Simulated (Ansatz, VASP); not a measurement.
Zr in VASP and in Ansatz

```xyz
4
Lattice="4.9098 0.0000 0.0000 -2.4549 4.2520 0.0000 0.0000 0.0000 5.9890" Properties=species:S:1:pos:R:3 pbc="T T T"
Zr    0.0000    0.0000    1.3922
Zr    0.0000    0.0000    4.5968
Zr    0.0000    2.8347    0.0000
Zr    2.4549    1.4173    0.0000
```

Alike in both runs: task relaxation of cell and atoms; functional PBE; k mesh 12 × 12 × 8; occupations gaussian, width 0.1 eV; no spin polarisation.

```csv
,VASP,Ansatz
version,VASP 6.6.1,Ansatz 0.2.0
potentials or method,"VASP PAW PBE potentials, release 64 (Zr_sv)","scalar-relativistic, plane waves, PAW"
plane-wave cutoff (eV),600,420
valence electrons in the cell,48,48
```

VASP gave:

| Quantity | Value |
| --- | --- |
| gap on the k mesh at the Fermi level, each at its own relaxed structure (eV) | none |
| relaxed volume (Å³/atom) | 31.28 |
| relaxed cell length with the largest relative difference (Å) | 5.975 |

Task: Estimate Ansatz's values.

Result: gap on the k mesh at the Fermi level, each at its own relaxed structure (eV): none; relaxed volume (Å³/atom): 31.29; relaxed cell length with the largest relative difference (Å): 5.978.

A gap of «none» marks a metal or a gap that the smearing closes.
